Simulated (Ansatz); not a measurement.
Point defect: Li vacancy in Li$_{2}$Se

Level of theory: Ansatz 0.2.0, DFT PBE, scalar-relativistic, plane waves, PAW. (420 eV cutoff, 2×2×2 k-mesh, shifted by half a step, Gaussian smearing of 0.01 eV, collinear spin)

Host crystal, relaxed:

```
CELL_PARAMETERS angstrom
0.00000 3.00306 3.00306
3.00306 0.00000 3.00306
3.00306 3.00306 0.00000
ATOMIC_POSITIONS crystal
Li 0.75000 0.75000 0.75000
Li 0.25000 0.25000 0.25000
Se 0.00000 0.00000 0.00000
```

Supercell of 48 atoms, rows in host cell vectors: 1 1 -3; -3 1 1; 1 1 1. Atoms relax at the host's cell, keeping the symmetry that the supercell leaves at the site. The cell is small, so energies carry finite-size errors of tenths of an eV. The host's Kohn–Sham gap is 2.98 eV. Atoms are taken from and returned to the elements' standard states. Charged cells are corrected for image charges with the computed static dielectric tensor (mean 8.2) and aligned with the host's potential at far atoms (alignment terms reach 0.05 eV; the program doubts the alignment in some charges, where it is up to 0.05 eV). No band-filling term is added, and the Fermi level counts from the host's valence band top.

Starting moments were lost in some runs.

Defect: Li vacancy set at (0.750, 0.750, 0.750) of the host cell. Before relaxation its nearest neighbours are 4 Se at 2.60 Å, 6 Li at 3.00 Å.

| charge | E_f at the valence band top (eV) | over the neutral state (eV) | moment (μB) | largest move (Å) | atoms near the site |
| --- | --- | --- | --- | --- | --- |
| 0 | 3.11 | 0.00 | 1.00 | 0.15 | 4 Se at 2.71 Å, 6 Li at 2.85 Å |
| -1 | 3.18 | 0.06 | 0.00 | 0.18 | 4 Se at 2.72 Å, 6 Li at 2.82 Å |

Among the charges computed the stable one is 0 at the valence band top, changing to -1 at 0.06 eV. In charge 0 the cell has partly filled bands: a level of the defect may be part filled, the carrier may sit in the host's bands, or levels may cross between the k points, so transitions that involve it are doubtful.